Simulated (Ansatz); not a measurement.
The calculation used Ansatz 0.2.0, DFT PBE, scalar-relativistic, plane waves, PAW. All cells share a 420 eV cutoff and Γ-centred k meshes spaced at most about 0.3 Å⁻¹ (about 0.25 or finer for metals, 2π included). No spin polarisation in the final relaxations.

Temperature and zero-point effects are left out.

Two forms of Al were relaxed alike.

A.

```cif
data_structure
_symmetry_space_group_name_H-M 'I4/mmm'
_symmetry_Int_Tables_number 139
_cell_length_a 2.8262
_cell_length_b 2.8262
_cell_length_c 9.3513
_cell_angle_alpha 90.000
_cell_angle_beta 90.000
_cell_angle_gamma 90.000
_cell_volume 74.69
loop_
_atom_site_label
_atom_site_type_symbol
_atom_site_symmetry_multiplicity
_atom_site_Wyckoff_symbol
_atom_site_fract_x
_atom_site_fract_y
_atom_site_fract_z
_atom_site_occupancy
Al1 Al 4 e 0.00000 0.00000 0.35677 1
```

B.

```cif
data_structure
_symmetry_space_group_name_H-M 'Fm-3m'
_symmetry_Int_Tables_number 225
_cell_length_a 6.2135
_cell_length_b 6.2135
_cell_length_c 6.2135
_cell_angle_alpha 90.000
_cell_angle_beta 90.000
_cell_angle_gamma 90.000
_cell_volume 239.89
loop_
_atom_site_label
_atom_site_type_symbol
_atom_site_symmetry_multiplicity
_atom_site_Wyckoff_symbol
_atom_site_fract_x
_atom_site_fract_y
_atom_site_fract_z
_atom_site_occupancy
Al1 Al 4 b 0.50000 0.00000 0.00000 1
Al2 Al 8 c 0.25000 0.75000 0.75000 1
```

**Question.** Which is lower in energy, and by how much?

**Answer.** A is lower, by 23 meV/atom. A has space group I4/mmm (No. 139), 18.7 Å³/atom and no gap on its mesh; B has space group Fm-3m (No. 225), 20.0 Å³/atom and no gap. Counting all near atoms (those within 1.25 times the shortest distance at each site; a plus sign parts nearer from farther groups; a slash parts the counts of unlike sites), A has Al 9 and B has Al 8/4+6. The denser one is the lower, and pressure would at first widen the difference. In A, Al has 9 Al at 2.68–2.83 Å. In B, around Al on a site of symmetry m-3m lie 8 Al at 2.69 Å; Al on a site of symmetry -43m has 4 Al at 2.69 Å and 6 Al at 3.11 Å. Both come from invented guesses. The part of the Crystallography Open Database at hand lists Al in space groups No. 225, 229; sharing a group (Fm-3m) doesn't make a cell the listed structure.

Cells relaxed within their symmetry can be saddle points.
